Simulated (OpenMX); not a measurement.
Runs of OpenMX 3.8.5 on Cu. Symmetry: Cmcm, No. 63, orthorhombic system. The conventional cell has a = 2.339 Å, b = 7.635 Å, c = 2.475 Å, α = 90.00°, β = 90.00°, γ = 90.00°. Around Cu (site symmetry m2m) lie 10 Cu at 2.34 to 2.48 Å. This isn't the form of Cu at room conditions, which is fcc.

```csv
cell,gap on the mesh (eV),pressure (GPa),largest force (eV/Å)
"Cmcm, 11.05 Å³/atom",none,(c),0.35
"Cmcm, 12.97 Å³/atom",none,(b),0.06
"Cmcm, 11.52 Å³/atom",none,(a),0.29
"Cmcm, 11.99 Å³/atom",none,12.7,0.17
"Cmcm, 12.48 Å³/atom",none,6.6,0.07
```

Alike in all rows: task single point; level PBE; potentials or basis OpenMX 2013 PBE set, Cu6.0H-s3p2d2, grid cutoff 500 Ry; no spin polarisation; k mesh 9 × 9 × 9; smearing fermi-dirac 0.05 eV.

Estimate the missing entries.

(a) 21.9; (b) 2.4; (c) 31.4.

Caveats: the basis of atomic orbitals isn't converged, which shifts pressures, moduli and gaps.

A gap of «none» marks a metal or a gap under the smearing width.
